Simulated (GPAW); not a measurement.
A calculation with GPAW 26.7.0 of Al (ASE script, Cartesian positions):

run.py

```python
from ase.dft.bandgap import bandgap
from ase.io import read, write
from ase.units import GPa
from gpaw import GPAW, PW

atoms = read('Al.xyz')

calc = GPAW(mode=PW(600),
            xc='PBE',
            kpts={'size': (11, 11, 11), 'gamma': True},
            occupations={'name': 'fermi-dirac', 'width': 0.05},
            nbands=7,
            convergence={'density': 1e-05, 'energy': 1e-05},
            maxiter=150,
            txt='gpaw.txt')
atoms.calc = calc
energy = atoms.get_potential_energy()
forces = atoms.get_forces()
stress = atoms.get_stress()
calc.write('gs.gpw')
write('result.traj', atoms)
print(f'Energy: {energy:.6f} eV')
print('Forces (eV/A):')
print(forces.round(4))
print('Stress (GPa):', (stress / GPa).round(3))
print('Fermi level:', round(calc.get_fermi_level(), 4), 'eV')
print(f'Gap: {bandgap(calc)[0]:.4f} eV, direct: {bandgap(calc, direct=True)[0]:.4f} eV')

path = atoms.cell.bandpath('GXWKGLUWLK,UX', npoints=80, eps=1e-4)
bs_calc = calc.fixed_density(kpts=path, symmetry='off', nbands=13,
                             convergence={'bands': 'CBM+6.0', 'eigenstates': 1e-6}, txt='bands.txt')
bs = bs_calc.band_structure()
bs.write('bs.json')
print(f'Gap on the path: {bandgap(bs_calc)[0]:.4f} eV')
```

The input Al.xyz:

```xyz
1
Lattice="0.0000000000 2.0248050000 2.0248050000 2.0248050000 0.0000000000 2.0248050000 2.0248050000 2.0248050000 0.0000000000" Properties=species:S:1:pos:R:3 pbc="T T T"
Al     0.0000000000      0.0000000000      0.0000000000
```

Potentials or basis: GPAW PAW data sets (gpaw-data 1.2.1), pw.

The run is started by

```bash
$ OMP_NUM_THREADS=1 python run.py
```

Problem. Write the same calculation in another form: ASE script, structure typed inline.

Solution. As run:

Contents of run.py:

```python
from ase import Atoms
from ase.dft.bandgap import bandgap
from ase.io import write
from ase.units import Bohr, GPa
from gpaw import GPAW, PW
from gpaw.elf import elf_from_dft_calculation

atoms = Atoms(['Al'],
              cell=[[0.0, 2.024805, 2.024805],
                    [2.024805, 0.0, 2.024805],
                    [2.024805, 2.024805, 0.0]],
              scaled_positions=[[0.0, 0.0, 0.0]],
              pbc=True)

calc = GPAW(mode=PW(600),
            xc='PBE',
            kpts={'size': (11, 11, 11), 'gamma': True},
            occupations={'name': 'fermi-dirac', 'width': 0.05},
            nbands=7,
            convergence={'density': 1e-05, 'energy': 1e-05},
            maxiter=150,
            txt='gpaw.txt')
atoms.calc = calc
energy = atoms.get_potential_energy()
forces = atoms.get_forces()
stress = atoms.get_stress()
calc.write('gs.gpw')
write('result.traj', atoms)
print(f'Energy: {energy:.6f} eV')
print('Forces (eV/A):')
print(forces.round(4))
print('Stress (GPa):', (stress / GPa).round(3))
print('Fermi level:', round(calc.get_fermi_level(), 4), 'eV')
print(f'Gap: {bandgap(calc)[0]:.4f} eV, direct: {bandgap(calc, direct=True)[0]:.4f} eV')

# fields on the real-space grid
write('density.cube', atoms, data=calc.get_pseudo_density() * Bohr**3)
write('potential.cube', atoms, data=calc.get_electrostatic_potential())
write('elf.cube', atoms, data=elf_from_dft_calculation(calc).data)

path = atoms.cell.bandpath('GXWKGLUWLK,UX', npoints=100, eps=1e-4)
bs_calc = calc.fixed_density(kpts=path, symmetry='off', nbands=13,
                             convergence={'bands': 'CBM+6.0', 'eigenstates': 1e-6}, txt='bands.txt')
bs = bs_calc.band_structure()
bs.write('bs.json')
print(f'Gap on the path: {bandgap(bs_calc)[0]:.4f} eV')
```

Potentials or basis: GPAW PAW data sets (gpaw-data 1.2.1), pw.

Run with:

```console
$ OMP_NUM_THREADS=1 python run.py
```

Both were run:

|  | ASE script, Cartesian positions | ASE script, structure typed inline |
| --- | --- | --- |
| Pressure | -0.3 GPa | -0.3 GPa |
| Band gap along the path | none (metal or under the smearing width) | none (metal or under the smearing width) |

Keys that steer only the numerical path or the files written may differ.
